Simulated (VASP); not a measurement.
## I: single point with PBE

Crystal: I.

```xyz
1
Lattice="-1.5962 1.5962 1.5962 1.5962 -1.5962 1.5962 1.5962 1.5962 -1.5962" Properties=species:S:1:pos:R:3 pbc="T T T"
I     0.0000    0.0000    0.0000
```

The real solid is made of molecules; this cell is a model form.

The cell isn't the ideal one: volume scaled by 0.45, PAW files.

```json
{
  "Program": "VASP 6.6.1",
  "Task": "single point",
  "Functional": "PBE",
  "Potentials or basis": "VASP PAW PBE potentials, release 64 (I)",
  "Cutoff": "520 eV",
  "k mesh": "13 × 13 × 13",
  "Occupations": "fermi-dirac, width 0.1 eV",
  "Spin": "no spin polarisation",
  "Dipole correction": "no",
  "Further INCAR settings": "ALGO = Normal; EDIFF = 1e-06; NBANDS = 10"
}
```

The pressure is 134.6 GPa. The band gap on the k mesh is none (metal or under the smearing width).

Levels at points of the mesh, in eV from the Fermi level:
```csv
k point,band 2,band 3,band 4,band 5,band 6,band 7
"(0.00, 0.00, 0.00)",4.12,4.12,4.12,9.98,9.98,9.98
```

Run time: 5.5 s on 1 thread of Intel(R) Xeon(R) 6975P-C (Granite Rapids) (shared host), peak memory 0.15 GiB.

Caveat: the cell as given lies far from equilibrium; so large a pressure means that the cell lies far from this level's equilibrium, or that cutoff or potentials fall short; an odd number of electrons without spin polarisation forces a metal; a magnetic or distorted state may lie lower. Spin-orbit coupling is left out, which matters for the levels of I.
